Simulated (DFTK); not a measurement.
Crystal: O.

```
O
1.0
     2.85140   -1.66242    0.00000
     2.85140    1.66242    0.00000
    -2.39449    0.00000    3.64705
O
2
Direct
  0.97455 0.97455 0.84443
  0.02545 0.02545 0.15557
```

| Quantity | Value |
| --- | --- |
| Program | DFTK 0.8.2 |
| Task | single point |
| Functional | PBE |
| Potentials or basis | dojo.nc.sr.pbe.v0_4_1.standard.upf (PBE) |
| Cutoff | 1143 eV |
| k mesh | 10 × 10 × 7 |
| Occupations | fermi-dirac, width 0.05 eV |
| Spin | no spin polarisation |

On this cell: pressure -2.6 GPa; largest force 0.533 eV/Å; band gap on the k mesh none (metal or under the smearing width).

The same run follows on a disturbed copy (atoms moved at random, drawn with an rms of 0.05 Å):

```xyz
2
Lattice="2.8514 -1.6624 0.0000 2.8514 1.6624 0.0000 -2.3945 0.0000 3.6471" Properties=species:S:1:pos:R:3 pbc="T T T"
O     3.5625    0.0036    3.0607
O    -0.2518    0.0644    0.6066
```

What changes?

The energy (extrapolated to zero smearing) moves by +97.0 meV/atom; pressure -10.0 GPa; largest force 4.228 eV/Å; band gap on the k mesh none (metal or under the smearing width).

Forces in eV/Å, atoms in the order of the input:
```
O   -1.753  0.232  3.840
O    1.753 -0.232 -3.840
```

Stress tensor (GPa, compression positive):
```
 -3.24   0.45   9.58
  0.45  -2.93  -1.15
  9.58  -1.15 -23.85
```

Caveats: spin is off for a triplet molecule.
